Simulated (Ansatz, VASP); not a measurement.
## One calculation of AlN, two programs

Contents of INCAR:

```
SYSTEM = AlN
  PREC = Accurate
  ENCUT = 520
  EDIFF = 1E-6
  ISMEAR = -1
  SIGMA = 0.02
  LREAL = .False.
  LASPH = .True.
  NELM = 60
  ALGO = Normal
  ISIF = 2
  LWAVE = .False.
  LCHARG = .True.
  LELF = .True.
  LVHAR = .True.
  NBANDS = 11
```

Contents of KPOINTS:

```
regular mesh
0
Gamma
  10 10 10
  0 0 0
```

The input POSCAR:

```
AlN
1.0
    0.0000000000      1.9780000000      1.9186600000
    1.9780000000      0.0000000000      1.9186600000
    1.9780000000      1.9780000000      0.0000000000
Al N
1 1
Direct
    0.0000000000      0.0000000000      0.0000000000
    0.5000000000      0.5000000000      0.5000000000
```

Input for Ansatz:

```yaml
crystal:
  lattice:
    - [0.0, 1.978, 1.91866]
    - [1.978, 0.0, 1.91866]
    - [1.978, 1.978, 0.0]
  atoms:
    - { symbol: Al, position: [0.0, 0.0, 0.0] }
    - { symbol: "N", position: [0.5, 0.5, 0.5] }
kpoints:
  mp_grid: { grid: [10, 10, 10] }
  band_path:
    path:
      - [0.0, 0.0, 0.0]
      - [0.0, 0.5, 0.5]
      - [0.25, 0.75, 0.5]
      - [0.0, 0.5, 0.0]
      - [0.0, 0.0, 0.0]
      - [0.5, 0.5, 0.0]
      - [0.3828515251, 0.6171484749, 0.0]
      - [-0.3828515251, 0.3828515251, 0.0]
      - [0.0, 0.0, 0.0]
    npoints: 5
scf:
  occupations: { method: fermi_dirac, width: 0.02 }
hamiltonian:
  xc: lda
  pseudopotentials: { kind: all_electron, lapw: { basis_error: 0.001 } }
output:
  forces: true
  stress: true
  eigenvalues: true
```

Change from the starting cell: zz strain of -3 %.

Alike in both runs: task single point; functional LDA; k mesh 10 × 10 × 10; occupations fermi-dirac, width 0.02 eV; no spin polarisation.

|  | VASP | Ansatz |
| --- | --- | --- |
| version | VASP 6.6.1 | Ansatz 0.2.0 |
| potentials or method | VASP PAW LDA potentials, release 64 (Al, N) | all-electron LAPW, scalar-relativistic |
| plane-wave cutoff (eV) | 520 | see its input |

|  | VASP | Ansatz | Ansatz less VASP |
| --- | --- | --- | --- |
| gap on the k mesh at the Fermi level (eV) | 4.72 | 4.75 | +0.024 |
| pressure (GPa) | 24.4 | 23.5 | -0.93 |
| largest component of the traceless stress (GPa) | 9.97 | 9.77 | -0.194 |

Ansatz ran all-electron here, so the differences hold the error of VASP's frozen core and of both bases.

Caveats: so large a pressure means that the cell lies far from this level's equilibrium, or that cutoff or potentials fall short (VASP). A k mesh can miss the band edges.
